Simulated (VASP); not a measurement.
## Cs2SnI6: relaxation of cell and atoms with PBEsol

The system is Cs2SnI6.

```
CELL_PARAMETERS angstrom
0.00000 5.78760 5.78760
5.78760 0.00000 5.78760
5.78760 5.78760 0.00000
ATOMIC_POSITIONS crystal
Cs 0.25000 0.25000 0.25000
Cs 0.75000 0.75000 0.75000
Sn 0.00000 0.00000 0.00000
I 0.75201 0.24799 0.24799
I 0.24799 0.75201 0.24799
I 0.24799 0.75201 0.75201
I 0.75201 0.24799 0.75201
I 0.24799 0.24799 0.75201
I 0.75201 0.75201 0.24799
```

| Item | Value |
| --- | --- |
| Program | VASP 6.6.1 |
| Task | relaxation of cell and atoms |
| Functional | PBEsol |
| Potentials or basis | VASP PAW PBE potentials, release 64 (Cs_sv, Sn_d, I) |
| Cutoff | 600 eV |
| k mesh | 6 × 6 × 6 |
| Occupations | gaussian, width 0.03 eV |
| Spin | no spin polarisation |
| Further INCAR settings | ALGO = Normal; EDIFF = 1e-07; IBRION = 2; EDIFFG = -0.005; NSW = 90; ISIF = 3 |

```yaml
Relaxed_volume: 42.91 Å³/atom
Relaxed_cell: a = 8.174 Å, b = 8.174 Å, c = 8.174 Å, α = 60.00°, β = 60.00°, γ = 60.00°
Space_group_after_relaxing_to_0.05_Å: Fm-3m (No. 225)
Energy_gained_by_relaxing: 0.0 meV/atom
Ionic_steps: 5
Pressure_after_relaxing: 0.0 GPa
Largest_force_after_relaxing: 0.003 eV/Å
Band_gap_on_the_k_mesh: none (metal or under the smearing width)
```

Forces in eV/Å, atoms in the order of the input:
```
Cs   0.000  0.000  0.000
Cs   0.000  0.000  0.000
Sn   0.000  0.000  0.000
I    0.003  0.000  0.000
I    0.000  0.003  0.000
I   -0.003  0.000  0.000
I    0.000 -0.003  0.000
I    0.000  0.000  0.003
I    0.000  0.000 -0.003
```

Step by step:
| step | energy change (eV) | largest force (eV/Å) | pressure (GPa) | volume (Å³) |
| --- | --- | --- | --- | --- |
| 1 | 0.0000 | 0.0059 | -0.03 | 387.73 |
| 2 | -0.0001 | 0.0096 | -0.01 | 387.31 |
| 3 | -0.0001 | 0.0138 | 0.01 | 386.84 |
| 4 | -0.0001 | 0.0112 | 0.01 | 386.68 |
| 5 | -0.0002 | 0.0034 | 0.01 | 386.19 |

Final structure:
```
CELL_PARAMETERS angstrom
0.00000 5.77993 5.77993
5.77993 0.00000 5.77993
5.77993 5.77993 0.00000
ATOMIC_POSITIONS crystal
Cs 0.25000 0.25000 0.25000
Cs 0.75000 0.75000 0.75000
Sn 0.00000 0.00000 0.00000
I 0.75172 0.24828 0.24828
I 0.24828 0.75172 0.24828
I 0.24828 0.75172 0.75172
I 0.75172 0.24828 0.75172
I 0.24828 0.24828 0.75172
I 0.75172 0.75172 0.24828
```

Levels at points of the mesh, in eV from the Fermi level:
```tsv
k point	band 34	band 35	band 36	band 37	band 38	band 39	band 40	band 41
(0.00, 0.00, 0.00)	-0.50	-0.10	-0.02	-0.02	-0.02	3.84	3.84	3.84
(0.50, 0.00, 0.00)	-0.48	-0.45	-0.32	-0.32	0.97	3.27	5.00	5.00
(0.50, 0.50, 0.00)	-0.76	-0.76	-0.65	-0.06	1.36	4.38	4.38	4.55
```

Run time: 10 min on 2 MPI ranks on Intel(R) Xeon(R) Platinum 8488C (Sapphire Rapids), with other jobs on the host, peak memory 0.95 GiB a rank.

Caveat: the PAW data sets were made with another functional, which shifts forces and pressure a little. Spin-orbit coupling is left out, which matters for the levels of Cs, I.
